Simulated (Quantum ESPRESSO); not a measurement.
# Energy and gap at +3 % biaxial strain: black phosphorene, 1 layer

Method. Quantum ESPRESSO 7.5 driven by ASE, PBE, GBRV ultrasoft, ESM (bc1); atomic heights clamped; cell area 15.286 Å² at zero strain.

```
strain (%)  energy (meV a cell)  gap on the mesh (eV)
        −3               115.32                 0.505
      −1.5                27.33                 0.716
         0                 0.00                 0.907
      +1.5                24.57                 1.089
```

To predict: What are energy and gap at +3 %, and how stiff is the sheet?

By hand: About zero, E'' = (27.33 + 24.57 − 2 × 0.00)/1.5² = 23.07 meV per %² and E' = (24.57 − 27.33)/3 = −0.92 meV per %. With E = A K ε², where K = (C11 + C22)/2 + C12 (C11 + C12 for a hexagonal sheet), K = 23.07 × 10/(2 × 15.286) × 16.02 = 121 N/m. The parabola gives E(+3 %) = 0.00 + 3 × (−0.92) + 4.5 × 23.07 = 101.0 meV. Continuing the last slope, the gap is 2 × 1.089 − 0.907 = 1.271 eV.

**Check.** E = 93.3 meV and the gap 1.262 eV. The parabola misses by +7.7 meV, too high, since bonds soften under tension. The gap's line misses by +0.009 eV.

Caveats: Clamped heights stiffen sheets with several planes. Semilocal gap, no spin-orbit coupling.

[Logs are printed without paths, hosts, clocks, repeated set-up lines and the standing remarks that a program may print on its own settings, such as how far it seeks lower states.]
